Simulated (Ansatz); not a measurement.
**CdTe: the cell at several levels of theory**

The task here is to estimate one member of a computed series from the others.

The COD entry's cell or inner coordinates are ideal or old and differ from later refinements, so a difference from it is no clean test against experiment.

The runs shown are made with Ansatz 0.2.0. PAW datasets, plane waves, zero pressure. Spin-unpolarised throughout; all numbers are computed.

**The cell**

It is cubic, F-43m (No. 216); a = 6.410 Å in the conventional setting, 32.92 Å³ an atom. Cd has 4 Te at 2.78 Å; Te has 4 Cd at 2.78 Å.

As a file:

```cif
data_structure
_symmetry_space_group_name_H-M 'F-43m'
_symmetry_Int_Tables_number 216
_cell_length_a 6.4100
_cell_length_b 6.4100
_cell_length_c 6.4100
_cell_angle_alpha 90.000
_cell_angle_beta 90.000
_cell_angle_gamma 90.000
_cell_volume 263.37
loop_
_atom_site_label
_atom_site_type_symbol
_atom_site_symmetry_multiplicity
_atom_site_Wyckoff_symbol
_atom_site_fract_x
_atom_site_fract_y
_atom_site_fract_z
_atom_site_occupancy
Cd1 Cd 4 a 0.00000 0.00000 0.00000 1
Te1 Te 4 d 0.25000 0.25000 0.75000 1
```

The first run:

input.yaml

```yaml
crystal:
  lattice:
    - [0.0, 3.205, 3.205]
    - [3.205, 0.0, 3.205]
    - [3.205, 3.205, 0.0]
  atoms:
    - { symbol: Cd, position: [0.0, 0.0, 0.0] }
    - { symbol: Te, position: [0.25, 0.25, 0.25] }
kpoints:
  mp_grid: { grid: [6, 6, 6] }
hamiltonian:
  xc: pbe
scf:
  occupations: { method: fermi_dirac, width: 0.02 }
relax:
  f_tol: 0.005
  cell: {}
```

Command:

```
$ ansatz run input.yaml --threads 2 --pin off --max-ram 4608MiB --backend cpu --events-out ev --progress --plain --runs-dir out
```

Steps of the session up to this table: Relaxing with PBE; r2SCAN: cell and atoms; PBEsol: cell and atoms; LDA: cell and atoms; Relaxation with HSE06.

One table of the session follows, with a row left open; its other results are not shown here.

```
 level  a (Å)  volume (Å³/atom)
   PBE  6.618            36.234
r2SCAN      ?                 ?
PBEsol  6.490            34.174
   LDA  6.411            32.932
 HSE06  6.573            35.503
```

Estimate the missing values for r2SCAN.

**Answer.** a (Å): 6.560; volume (Å³/atom): 35.284. In the column «a (Å)» it lies between PBEsol (6.490) and HSE06 (6.573).
